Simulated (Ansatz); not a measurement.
**Zr$_{2}$N: course of a relaxation**

These are results of DFT PBEsol, scalar-relativistic, plane waves, PAW (Ansatz), not measurements. Run with 420 eV cutoff, 8×8×12 k-mesh, Gaussian smearing of 0.10 eV, no spin polarisation.

What was changed: biaxial strain in the a-b plane, c and atoms relaxed: -2.0 %.

Command:

```bash
ansatz run input.yaml --threads 1 --pin off --max-ram 2560MiB --backend cpu --events-out ev --progress --plain --runs-dir out
```

Input:

```yaml
crystal:
  lattice:
    - [5.262647869, 0.0, 0.0]
    - [0.0, 5.262647869, 0.0]
    - [0.0, 0.0, 3.3118944543]
  atoms:
    - { symbol: Zr, position: [0.2962523256, 0.2962523256, 0.0] }
    - { symbol: Zr, position: [0.7037476744, 0.7037476744, 0.0] }
    - { symbol: Zr, position: [0.7962523256, 0.2037476744, 0.5] }
    - { symbol: Zr, position: [0.2037476744, 0.7962523256, 0.5] }
    - { symbol: "N", position: [0.0, 0.0, 0.0] }
    - { symbol: "N", position: [0.5, 0.5, 0.5] }
basis:
  ecutwfc: 420
kpoints:
  mp_grid: { grid: [8, 8, 12] }
hamiltonian:
  xc: pbesol
scf:
  occupations: { method: gaussian, width: 0.1 }
output:
  forces: true
  stress: true
  eigenvalues: true
relax:
  adjacent_minimum: "off"
  f_tol: 0.008
  max_steps: 40
  cell: { stress_tol: 0.015, fix: [a, b, gamma] }
```

F is the free energy. Steps run on the plane waves of an earlier cell, but the last one, and at times one on the way, on a freshly chosen basis, so a repeated geometry can differ a little in energy. The held parts of the cell keep their stress, so P needn't end at zero.

Steps:

| step | F − F(1) (eV) | largest force component (eV/Å) | V (Å³/atom) | P (GPa) |
| --- | --- | --- | --- | --- |
| 1 | 0.0000 | 0.071 | 15.287 | 5.52 |
| 2 | -0.0009 | 0.012 | 15.262 | 5.81 |
| 3 | -0.0012 | 0.001 | 15.292 | 5.40 |
| 4 | -0.0011 | 0.000 | 15.293 | 5.38 |
| 5 | -0.0012 | 0.000 | 15.293 | 5.38 |

Relaxed structure:

```yaml
crystal:
  lattice:
    - [5.26265, 0.00000, 0.00000]
    - [0.00000, 5.26265, 0.00000]
    - [0.00000, 0.00000, 3.31320]
  atoms:
    - { symbol: Zr, position: [0.29546, 0.29546, 0.00000] }
    - { symbol: Zr, position: [0.70454, 0.70454, 0.00000] }
    - { symbol: Zr, position: [0.79546, 0.20454, 0.50000] }
    - { symbol: Zr, position: [0.20454, 0.79546, 0.50000] }
    - { symbol: N, position: [0.00000, 0.00000, 0.00000] }
    - { symbol: N, position: [0.50000, 0.50000, 0.50000] }
```

The structure is tetragonal, space group P4_2/mnm (No. 136). Conventional cell: a = 5.263 Å, b = 5.263 Å, c = 3.313 Å, α = 90.00°, β = 90.00°, γ = 90.00°. Around Zr (site symmetry m2m) lie 3 N at 2.20 to 2.25 Å. N (site symmetry mmm) is surrounded by 6 Zr at 2.20 to 2.25 Å.

The run converged. Time: 83 s on 1 thread of Arm Neoverse V2 (shared host), peak memory 0.53 GiB.